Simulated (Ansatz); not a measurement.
**Manganese, bcc under LDA: from relaxation to bulk modulus**

The plan for manganese in the bcc structure: relax it, solve it on a dense k-mesh, switch on spin-orbit coupling, then scale the cell to 7 volumes from 88 to 112 % of the relaxed one and try a fit of the equation of state. The k-meshes are 15×15×15 for the relaxation; 26×26×26 for the dense run; 16×16×16 for spin-orbit coupling; 18×18×18 for the volumes.

Method: DFT LDA (PW92), plane waves (420 eV) with PAW, scalar-relativistic; PBE-made PAW files, in Ansatz 0.2.0.

## 1. Starting point

Symmetry: Im-3m, No. 229, cubic system. Conventional cell: a = 2.864 Å, b = 2.864 Å, c = 2.864 Å, α = 90.00°, β = 90.00°, γ = 90.00°. Around Mn (site symmetry m-3m) lie 8 Mn at 2.48 Å.

Structure file:

```
CELL_PARAMETERS angstrom
-1.43214 1.43214 1.43214
1.43214 -1.43214 1.43214
1.43214 1.43214 -1.43214
ATOMIC_POSITIONS crystal
Mn 0.00000 0.00000 0.00000
```

## 2. Relaxation of the cell

File input.yaml:

```yaml
crystal:
  lattice:
    - [-1.4321439648, 1.4321439648, 1.4321439648]
    - [1.4321439648, -1.4321439648, 1.4321439648]
    - [1.4321439648, 1.4321439648, -1.4321439648]
  atoms:
    - { symbol: Mn, position: [0.0, 0.0, 0.0] }
hamiltonian:
  xc: lda
  pseudopotentials:
    kind: paw
    azcp:
      Mn: "pseudopotentials/Mn.paw.azcp"
basis:
  ecutwfc: 420
  fft_grid_basis: typed
kpoints:
  mp_grid: { grid: [15, 15, 15], shift: [0, 0, 0] }
magnetization:
  spin_polarized: false
scf:
  occupations: { method: fermi_dirac, width: 0.1 }
relax:
  max_steps: 60
  f_tol: 0.01
  cell: {}
output:
  write_density: true
  write_potential: true
  elf: true
  volumetric_format: npy
```

The runs that follow: The energy on a finer k-mesh; With spin-orbit coupling; The cell scaled to 88 % of its volume; The cell scaled to 92 % of its volume; The cell scaled to 96 % of its volume; The cell scaled to 100 % of its volume; The cell scaled to 104 % of its volume; The cell scaled to 108 % of its volume; The cell scaled to 112 % of its volume.

**Question.** What will these runs give? Wanted: space group; conventional cell; volume; shortest distance; gap on the mesh; V₀, B₀, B₀′.

**Answer**, as computed:

| quantity | value |
| --- | --- |
| space group (spins left aside) | Im-3m (No. 229) |
| conventional cell | a = 2.727 Å |
| volume | 10.134 Å³/atom |
| shortest distance | 2.361 Å |
| gap on the mesh | none (levels filled in part) |
| V₀, B₀, B₀′ | 10.109 Å³/atom, 330 GPa, 4.4 |

What this shows: The relaxation shrank the cell by 13.7 % in volume. Levels at the Fermi energy are filled in part, as in a metal. The total energy of the spin-orbit run lies -0.15 eV/atom from the scalar one, but the two kinds of run don't share a zero of energy: only differences within one kind count. The fitted modulus is 330 GPa, among the stiffest elements. Relaxation kept the symmetry; phonons were not checked.
